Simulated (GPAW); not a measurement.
## Te in GPAW: convergence with bands over the usual count

The system is Te.

```
Te
1.0
     3.82029   -2.14820    0.00000
     3.82029    2.14820    0.00000
    -0.09429    0.00000    5.97609
Te
3
Direct
  0.00000 0.00000 0.00000
  0.30945 0.30945 0.33881
  0.69055 0.69055 0.66119
```

This isn't the form of Te at room conditions, which is trigonal, of chains.

| Property | Result |
| --- | --- |
| Program | GPAW 26.7.0 |
| Task | convergence study |
| Functional | RPBE |
| Potentials or basis | the program's PAW data sets (release 1.2.1) made for this functional |
| Cutoff | 600 eV |
| Basis | pw |
| k mesh | 5 × 5 × 3 |
| Occupations | fermi-dirac, width 0.05 eV |
| Spin | no spin polarisation |

These are the settings of the first run; the series varies bands over the usual count, with any setting tied to it.

Hardware: 1 thread of Intel(R) Xeon(R) Platinum 8259CL CPU @ 2.50GHz (Skylake/Cascade Lake), on a shared host.

| bands over the usual count | energy less the tightest run, at zero smearing (meV/atom) | SCF cycles | CPU time (s) | peak memory (GiB) |
| --- | --- | --- | --- | --- |
| 0.72 | 0.00 | 10 | 18 | 0.18 |
| 0.8 | 0.00 | 10 | 22 | 0.18 |
| 0.9 | 0.00 | 10 | 22 | 0.19 |
| 1 | 0.00 | 10 | 23 | 0.19 |
| 1.3 | 0.00 | 10 | 29 | 0.19 |
| 1.7 | 0.00 | 10 | 37 | 0.21 |
| 2.5 | 0.00 | 11 | 55 | 0.22 |

Against the tightest run, the energy stays within 1 meV/atom from 0.72 on. The tightest run that finished is the yardstick and may itself not be fully converged.

Caveat, for the tightest run too: the k mesh is coarse.
